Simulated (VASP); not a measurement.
The system is Al.

```
Al
1.0
     0.00000    2.02481    2.02481
     2.02481    0.00000    2.02481
     2.02481    2.02481    0.00000
Al
1
Direct
  0.00000 0.00000 0.00000
```

Base run:

| Property | Result |
| --- | --- |
| Program | VASP 6.6.1 |
| Functional | r2SCAN |
| Potentials or basis | VASP PAW PBE potentials, release 64 (Al) |
| Cutoff | 520 eV |
| k mesh | 11 × 11 × 11 |
| Occupations | fermi-dirac, width 0.05 eV |
| Spin | no spin polarisation |

Its results: pressure -3.6 GPa.

Question: After a change of settings the same cell gave: pressure -2.3 GPa. Which change was it?
A. functional from r2SCAN to TPSS
B. functional from r2SCAN to M06-L
C. functional from r2SCAN to PBE; cutoff from 520 eV to 500 eV; further incar settings from ALGO = Normal; EDIFF = 1e-06; NBANDS = 8 to ALGO = Fast; EDIFF = 1e-06
D. functional from r2SCAN to PBE; further incar settings from ALGO = Normal; EDIFF = 1e-06; NBANDS = 8 to ALGO = Normal; EDIFF = 1e-07

Answer: A.

Caveats: the PAW data sets were made with another functional, which shifts forces and pressure a little.
